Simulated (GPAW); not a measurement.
**How the form of the self-energy moves the gap of AlP (F-43m)**

How much does the gap of AlP (F-43m) depend on the approximation to the self-energy?

Main program and level: GPAW 26.7.0; PBE and many-body steps on it, plane waves.

The database entry behind the starting cell differs from later determinations by our own check (0.1 to 0.3 % short, probably kX units), so it need not match the best structure at ambient conditions.

## (1) The structure

It takes space group F-43m (No. 216, cubic). Conventional cell: a = 5.451 Å, b = 5.451 Å, c = 5.451 Å, α = 90.00°, β = 90.00°, γ = 90.00°. Al has 4 P at 2.36 Å nearest. Nearest to P lie 4 Al at 2.36 Å. Farther neighbours are not listed.

Coordinates:

```cif
data_structure
_symmetry_space_group_name_H-M 'F-43m'
_symmetry_Int_Tables_number 216
_cell_length_a 5.4510
_cell_length_b 5.4510
_cell_length_c 5.4510
_cell_angle_alpha 90.000
_cell_angle_beta 90.000
_cell_angle_gamma 90.000
_cell_volume 161.97
loop_
_atom_site_label
_atom_site_type_symbol
_atom_site_symmetry_multiplicity
_atom_site_Wyckoff_symbol
_atom_site_fract_x
_atom_site_fract_y
_atom_site_fract_z
_atom_site_occupancy
Al1 Al 4 a 0.00000 0.00000 0.00000 1
P1 P 4 d 0.25000 0.25000 0.75000 1
```

The cell and positions come from the Crystallography Open Database and are kept as given unless a step says otherwise.

## (2) Empty states on the mesh, 4×4×4 mesh, 373 bands

This step: GPAW 26.7.0; DFT, PBE, plane waves, PAW.

The sums over transitions need many empty states on a uniform mesh; this step solves for them.

The input, run.py:

```python
import json
import numpy as np
from gpaw.mpi import world
from gpaw import GPAW

calc = GPAW('gs.gpw').fixed_density(kpts={'size': (4, 4, 4), 'gamma': True},
    parallel={'domain': 1, 'band': 1},
    txt='nscf.txt')
calc.diagonalize_full_hamiltonian(nbands=373)
calc.write('full.gpw', mode='all')
res = {}
kpts = calc.get_ibz_k_points()
res['kpts'] = kpts
res['eigenvalues'] = [calc.get_eigenvalues(kpt=k) for k in range(len(kpts))]
res['n_electrons'] = calc.get_number_of_electrons()

if world.rank == 0:
    with open('result.json', 'w') as f:
        json.dump(res, f, default=lambda x: x.tolist())
```

The run is started by

```sh
> mpirun -n 4 gpaw python run.py
```

Numbers of over 12 decimals in the logs are rounded to 6 here.

Log:

```text
Diagonalizing LCAO Hamiltonian
Converting LCAO to pw mode
convergence criteria:
- Maximum integral of absolute [eigenst]ate change: 4e-08 eV^2 / valence electron
maximum number of iterations: 100

SCF iterations
|iter     |     time |      energy | eigst |  dens |
|iter:   1|  |             | +1.11 |       |
|iter:   2|  |             | -0.20 |       |
|iter:   3|  |             | -2.16 |       |
|iter:   4|  |             | -4.11 |       |
|iter:   5|  |             | -5.57 |       |
|iter:   6|  |             | -6.82 |       |
|iter:   7|  |             | -7.38 |       |
|iter:   8|  |             | -7.99c|       |
SCF steps: 8
  __  _  _
 | _ |_)|_||  |
 |__||  | ||/\| - 26.7.0

Input parameters:
  mode=PW(ecut=450.000000),
  convergence={'density': 1e-06, 'bands': -3},
  gpts=array([20, 20, 20]),
  kpts=MonkhorstPack(size=(4, 4, 4), gamma=True),
  maxiter=100,
  nbands=11,
  occupations=Occupations(name='fermi-dirac', width=0.001, fixmagmom=False),
  parallel={'domain': 1, 'band': 1},
  xc=XC(name='PBE')
Matrix size: 893x893
# Writing to full.gpw (mode='all')
  [... matrices ...]

timing:  # [seconds]
  Total: 2.503  # ━━━━━━━━━━━━━━━━━━━━━━━━━━━━━━━━━━━━━━━━━━━━━━━━━━━━━━━━━━━
```

It took 5.5 s on 4 MPI ranks of Arm Neoverse V1, shared host; peak memory 0.75 GiB; 21 s of CPU time.

This step gave:

```
gap                                                           : 1.567 eV
k of the valence top                                          : 0, 0, 0
k of the conduction bottom                                    : 0.5, 0.5, 0
least direct gap                                              : 3.343 eV
k points computed                                             : 8
lowest point of the top converged band, above the valence top : 240.3743 eV
```

On this mesh the gap is 1.567 eV.

## (3) G0W0, Godby-Needs plasmon pole

G0W0 replaces the xc potential by the self-energy, built once from these orbitals. Only a window of levels is corrected, while the sums run over the empty bands that the input names.

This step: G0W0 on PBE, plane waves, PAW.

The input, run.py:

```python
import json
import numpy as np
from gpaw.mpi import world
from gpaw.response.g0w0 import G0W0

gw = G0W0('full.gpw',
    filename='gw',
    kpts=[0, 5],
    bands=(2, 6),
    ecut=150,
    nbands=168,
    integrate_gamma='WS',
    ppa=True)
gw.calculate()
res = {mode: {k: v for k, v in r.items() if k != 'sigma_eskwn'}
       for mode, r in gw.all_results.items()}

if world.rank == 0:
    with open('result.json', 'w') as f:
        json.dump(res, f, default=lambda x: x.tolist())
```

The run is started by

```sh
> mpirun -n 4 gpaw python run.py
```

Log:

```text
Using integrator: PointIntegrator
FrequencyGridDescriptor(from 0.000+0.000j to 0.000+27.211j eV, 2 points)
Nonperiodic BCs:  [False False False]
Using integrator: PointIntegrator
FrequencyGridDescriptor(from 0.000+0.000j to 0.000+27.211j eV, 2 points)
Nonperiodic BCs:  [False False False]
  ___  _ _ _
 |   || | | |
 | | || | | |
 |__ ||_____|
 |___|

BZ k-points: Symmetries present (total): 24

  [... matrices ...]
64 k-points: 4 x 4 x 4 Monkhorst-Pack grid + [1/8,1/8,1/8]
8 k-points in the irreducible part of the Brillouin zone
       k-points in crystal coordinates                weights
   0:     0.00000000    0.00000000    0.00000000          1/64
   1:     0.25000000    0.25000000    0.00000000          6/64
   2:     0.25000000    0.25000000    0.25000000          8/64
   3:     0.50000000    0.25000000   -0.25000000          6/64
   4:     0.50000000    0.25000000    0.25000000         12/64
   5:     0.50000000    0.50000000    0.00000000          3/64
   6:     0.50000000    0.50000000    0.25000000         24/64
   7:     0.50000000    0.50000000    0.50000000          4/64

Distributing spins, k-points and bands (1 x 2 x 4) over 4 processes
Number of blocks: 1

Quasi particle states:
k-points (IBZ indices): [0, 5]
Band range: (2, 6)
  [... matrices ...]
Computational parameters:
Plane wave cut-off: 150 eV
Number of bands: 168
Coulomb cutoff: None
Broadening: 0.1 eV

fxc modes: GW
Kernel: RPA
Using Godby-Needs plasmon-pole approximation:
  Fitting energy: i*E0, E0 = 1.000 Hartree
Summing all q:

Calculating screened Coulomb potential
No Coulomb truncation
FrequencyGridDescriptor(from 0.000+0.000j to 0.000+27.211j eV, 2 points)
Removing empty qpoint cache files...

Calculating chi0 body with:
    Ground state adapter containing:
    Number of spins: 1
    Number of kpoints: 64
    Number of irreducible kpoints: 8
    Number of completely occupied states: 4
    Number of partially occupied states: 4
    Occupied states memory: 0.48828125 M / cpu

    Linear response parametrization:
    q_c: [0.0, 0.0, 0.0]
    Number of frequency points: 2
    Planewave cutoff: 150.0
    Number of bands: 168
    Number of planewaves: 169
    Broadening (eta): 1e-06
    comm.size: 4
    kncomm.size: 4
    blockcomm.size: 1

    Memory estimate of potentially large arrays:
        chi0_wGG: 0.871613 M / cpu
Integrating chi0 body.

Symmetries of q_c:
    Direct symmetries (Uq -> q): 24
    Indirect symmetries (TUq -> q): 24
In total 48 allowed symmetries.

  [... matrices ...]
8 groups of equivalent kpoints. 87.5% reduction.

Integral kind: response function
Integrating chi0 head and wings.

Symmetries of q_c:
    Direct symmetries (Uq -> q): 24
    Indirect symmetries (TUq -> q): 24
In total 48 allowed symmetries.

  [... matrices ...]
8 groups of equivalent kpoints. 87.5% reduction.

Integral kind: response function wings

Calculating chi0 body with:
    Ground state adapter containing:
    Number of spins: 1
    Number of kpoints: 64
    Number of irreducible kpoints: 8
    Number of completely occupied states: 4
    Number of partially occupied states: 4
    Occupied states memory: 0.48828125 M / cpu

    Linear response parametrization:
[... the further q-points ...]

Results:
f:      Occupation numbers
eps:     KS-eigenvalues [eV]
vxc:     KS vxc [eV]
exx:     Exact exchange [eV]
sigma:   Self-energies [eV]
dsigma:  Self-energy derivatives
Z:       Renormalization factors
qp:      QP-energies [eV]

k-point 0 (0): (0.000, 0.000, 0.000)                GW
band       f     eps     vxc     exx   sigma  dsigma       Z      qp
                                                                   GW
   2   1.000   4.297 -13.851 -15.979   1.207  -0.292   0.774   3.584
   3   1.000   4.297 -13.851 -15.979   1.207  -0.292   0.774   3.584
   4   0.000   7.640 -13.138  -8.504  -4.302  -0.269   0.788   7.902
   5   0.000   8.862 -11.168  -6.390  -4.348  -0.273   0.785   9.200

k-point 1 (5): (0.500, 0.500, 0.000)                GW
band       f     eps     vxc     exx   sigma  dsigma       Z      qp
                                                                   GW
   2   1.000   2.182 -12.730 -15.725   1.898  -0.310   0.764   1.344
   3   1.000   2.182 -12.730 -15.725   1.898  -0.310   0.764   1.344
   4   0.000   5.864  -9.102  -5.291  -3.743  -0.248   0.801   5.919
   5   0.000   6.763 -10.198  -6.098  -3.848  -0.254   0.797   6.965
```

The job ended after 29 s (4 MPI ranks; peak memory 1.1 GiB).

Numbers from this step:

```yaml
g0w0_gap_on_the_points_computed: 2.335 eV
least_direct_g0w0_gap_on_the_computed_points: 4.317 eV
z_at_the_valence_top: 0.7740
z_at_the_conduction_bottom: 0.8015
starting_gap_on_the_mesh: 1.567 eV
k_of_the_valence_top: 0, 0, 0
k_of_the_conduction_bottom: 0.5, 0.5, 0
```

The gap on the mesh goes from 1.57 eV to 2.34 eV, a correction of +0.77 eV.

## (4) One-shot HSE06

This step: one-shot HSE06 levels on PBE orbitals, plane waves, PAW.

The input, run.py:

```python
import json
import numpy as np
from gpaw.mpi import world
from gpaw.hybrids.eigenvalues import non_self_consistent_eigenvalues

dft, vxc, vxc_hyb = non_self_consistent_eigenvalues('full.gpw', 'HSE06', 2, 6, kpt_indices=[0, 5])
res = {'dft': dft[0], 'hybrid': (dft - vxc + vxc_hyb)[0]}
if world.rank == 0:
    with open('hybrid.txt', 'w') as f:
        for k, e0, e1 in zip([0, 5], res['dft'], res['hybrid']):
            print(k, ' '.join(f'{x:9.4f}' for x in e0), '|', ' '.join(f'{x:9.4f}' for x in e1), file=f)

if world.rank == 0:
    with open('result.json', 'w') as f:
        json.dump(res, f, default=lambda x: x.tolist())
```

The run is started by

```sh
> mpirun -n 4 gpaw python run.py
```

Log:

```text
IBZ(<points: 8, symmetries: 24>)
Occupied bands: 4
Transforming wave functions from IBZ to BZ: 0.016 seconds
Distributing wave functions and iFFT-ing to real space: 0.076 seconds
Calculating eigenvalues:
  k-points: 2
  Bands: 2-5 (inclusive)
  Seconds: 0.163 (wave-function broadcasting: 0.007 seconds)
HSE06-eigenvalue shifts:
  min: -0.690 eV
  ave: -0.106 eV
  max: 0.494 eV
```

Wall time 2.9 s (4 MPI ranks); peak memory 0.48 GiB.

Numbers from this step:

```yaml
starting_gap_on_the_mesh: 1.567 eV
hybrid_gap_on_the_mesh: 2.331 eV
least_direct_hybrid_gap_on_the_computed_points: 4.289 eV
```

[end of part 1 of 2]

[Paths, hosts, dates, memory and timing lines, banners, echoed tables and standing remarks are left out of the program output.]

[Logs are printed without paths, hosts, clocks, repeated set-up lines and the standing remarks that a program may print on its own settings, such as how far it seeks lower states.]

[Runs of the session that timed out or met a known fault of the program may be left out.]

[Hosts, paths, dates, database ids (printed as entryN), source tags and the programs' standing remarks are cut or masked in the printed files.]
